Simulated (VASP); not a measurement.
# NaHF2: equation of state with PBEsol

The system is NaHF2.

```
CELL_PARAMETERS angstrom
1.73700 1.00286 4.58333
-1.73700 1.00286 4.58333
0.00000 -2.00571 4.58333
ATOMIC_POSITIONS crystal
F 0.41760 0.41760 0.41760
H 0.50000 0.50000 0.50000
F 0.58240 0.58240 0.58240
Na 0.00000 0.00000 0.00000
```

```
Program                : VASP 6.6.1
Task                   : equation of state
Functional             : PBEsol
Potentials or basis    : VASP PAW PBE potentials, release 64 (F, H, Na_pv)
Cutoff                 : 520 eV
k mesh                 : 9 × 9 × 9
Occupations            : gaussian, width 0.05 eV
Spin                   : no spin polarisation
Further INCAR settings : ALGO = Normal; EDIFF = 1.00e-06
```

```yaml
Equilibrium_volume: 12.17 Å³/atom
Bulk_modulus_at_fixed_shape_and_positions: 49 GPa
Pressure_derivative_of_the_bulk_modulus: 4.2
```

Energy against volume, from the lowest point:
| volume (Å³/atom) | energy (meV/atom) |
| --- | --- |
| 11.257 | 12.03 |
| 11.497 | 6.30 |
| 11.736 | 2.53 |
| 11.976 | 0.48 |
| 12.216 | 0.00 |
| 12.455 | 0.96 |
| 12.695 | 3.17 |

Run time: 9 min on 1 thread of Intel(R) Xeon(R) Platinum 8259CL CPU @ 2.50GHz (Skylake/Cascade Lake) (shared host), peak memory 0.26 GiB.

Caveat: the cell was scaled at fixed shape and fractional positions, which overstates the stiffness of a crystal with free parameters, most of all of layers and chains; the PAW data sets were made with another functional, which shifts forces and pressure a little.
